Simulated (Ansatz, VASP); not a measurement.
# Sb: VASP beside Ansatz

```xyz
1
Lattice="-1.8501 1.8501 1.8501 1.8501 -1.8501 1.8501 1.8501 1.8501 -1.8501" Properties=species:S:1:pos:R:3 pbc="T T T"
Sb    0.0000    0.0000    0.0000
```

Alike in both runs: task single point; functional r2SCAN; k mesh 16 × 16 × 16; occupations gaussian, width 0.1 eV; no spin polarisation.

|  | VASP | Ansatz |
| --- | --- | --- |
| version | VASP 6.6.1 | Ansatz 0.2.0 |
| potentials or method | VASP PAW PBE potentials, release 64 (Sb) | scalar-relativistic, plane waves, PAW |
| plane-wave cutoff (eV) | 520 | 500 |
| valence electrons in the cell | 5 | 15 |

|  | VASP | Ansatz | Ansatz less VASP |
| --- | --- | --- | --- |
| gap on the k mesh at the Fermi level (eV) | none | none | - |
| pressure (GPa) | 4.4 | 4.4 | +0.08 |

A gap of «none» marks a metal or a gap that the smearing closes. The functional is the same, so the differences come from potentials, cutoffs and numerics. The two sets of potentials don't hold the same shells in valence.

Caveats: the PAW data sets were made with another functional, which shifts forces and pressure a little (VASP). Spin-orbit coupling is left out, which matters for the levels of Sb.
